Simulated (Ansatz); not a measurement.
**Relaxing aluminium (A15)**

Theory: DFT, RPBE, plane waves (420 eV) with PAW, scalar-relativistic in Ansatz. The PAW files were generated under PBE, with cores re-solved for the functional.

k-point mesh 5×5×5, Fermi-Dirac smearing 0.1 eV, no spin polarisation. Cell and atoms relax.

Starting structure:

```
CELL_PARAMETERS angstrom
5.10215 0.00000 0.00000
0.00000 5.10215 0.00000
0.00000 0.00000 5.10215
ATOMIC_POSITIONS crystal
Al 0.00000 0.00000 0.00000
Al 0.50000 0.50000 0.50000
Al 0.25000 0.00000 0.50000
Al 0.75000 0.00000 0.50000
Al 0.50000 0.25000 0.00000
Al 0.50000 0.75000 0.00000
Al 0.00000 0.50000 0.25000
Al 0.00000 0.50000 0.75000
```

**Question.** What cell does the relaxation end in?

**Answer.** Pm-3n with a = 5.168 Å; 17.25 Å³ per atom against 16.60 at the start (3.9 %).

**Question.** How much energy does the relaxation gain?

**Answer.** 5.7 meV per atom.
